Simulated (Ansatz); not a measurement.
Crystal: TiC.

```
Ti C
1.0
     0.00000    2.16572    2.16572
     2.16572    0.00000    2.16572
     2.16572    2.16572    0.00000
Ti C
1 1
Cartesian
  0.0000 0.0000 0.0000
  2.1657 2.1657 2.1657
```

The cell is a database's computed one.

Base run:

```yaml
Program: Ansatz 0.2.0
Functional: PBEsol
Potentials_or_basis: Ansatz PAW
Cutoff: "420 eV (not typed: the program's choice for these potentials)"
k_mesh: 11 × 11 × 11
Occupations: fermi-dirac, width 0.05 eV
Spin: no spin polarisation
```

Its results: band gap on the k mesh none (metal or under the smearing width); pressure -6.7 GPa.

The run is repeated on the same cell with these changes: hubbard terms from none to Ti d U = 3 eV; hubbard projectors from none to ortho-atomic (the default). What comes out?

Band gap on the k mesh none (metal or under the smearing width); pressure -2.0 GPa.

Caveats: the PAW data sets come from PBE, with cores solved anew for the run's functional, which leaves a small shift of forces and pressure; U without spin polarisation on a metal has little footing (some runs); the U is typed as a test and isn't derived for this compound (some runs).
